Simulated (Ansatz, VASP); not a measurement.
**AgCl in VASP and in Ansatz**

INCAR

```
ALGO     = Normal         # electronic algorithm
EDIFF    = 1E-6           # SCF threshold, eV
ENCUT    = 520            # plane-wave cutoff, eV
GGA      = PS             # functional
ISIF     = 2              # what is computed and relaxed
ISMEAR   = 0              # smearing method
LASPH    = True           # aspherical terms in the spheres
LCHARG   = False          # write CHGCAR
LREAL    = False          # projectors in reciprocal space
LWAVE    = False          # write WAVECAR
NBANDS   = 16             # bands
NELM     = 100            # most SCF steps
PREC     = Accurate       # precision mode
SIGMA    = 0.05           # smearing width, eV
```

The input KPOINTS:

```
k-points
0
Gamma
  8 8 8
```

Contents of POSCAR:

```
AgCl
1.0
    0.0000000000      2.7731500000      2.7731500000
    2.7731500000      0.0000000000      2.7731500000
    2.7731500000      2.7731500000      0.0000000000
Ag Cl
1 1
Direct
    0.5000000000      0.5000000000      0.5000000000
    0.0000000000      0.0000000000      0.0000000000
```

Input for Ansatz:

```yaml
crystal:
  lattice:
    - [0.0, 2.77315, 2.77315]
    - [2.77315, 0.0, 2.77315]
    - [2.77315, 2.77315, 0.0]
  atoms:
    - { symbol: Ag, position: [0.5, 0.5, 0.5] }
    - { symbol: Cl, position: [0.0, 0.0, 0.0] }
basis:
  ecutwfc: 420
kpoints:
  mp_grid: { grid: [8, 8, 8] }
hamiltonian:
  xc: pbesol
scf:
  occupations: { method: gaussian, width: 0.05 }
output:
  forces: true
  stress: true
  eigenvalues: true
```

Alike in both runs: task single point; functional PBEsol; k mesh 8 × 8 × 8; occupations gaussian, width 0.05 eV; no spin polarisation.

```csv
,VASP,Ansatz
version,VASP 6.6.1,Ansatz 0.2.0
potentials or method,"VASP PAW PBE potentials, release 64 (Ag, Cl)","scalar-relativistic, plane waves, PAW"
plane-wave cutoff (eV),520,420
valence electrons in the cell,18,26
```

```tsv
	VASP	Ansatz	Ansatz less VASP
gap on the k mesh at the Fermi level (eV)	0.73	0.73	+0.002
least direct gap on the mesh (eV)	3.04	3.04	+0.002
pressure (GPa)	-2.7	-2.6	+0.10
```

The two sets of potentials don't hold the same shells in valence.

Caveats: the PAW data sets were made with another functional, which shifts forces and pressure a little (VASP). PBEsol gaps usually lie below the measured ones, often by a third to a half. A k mesh can miss the band edges.
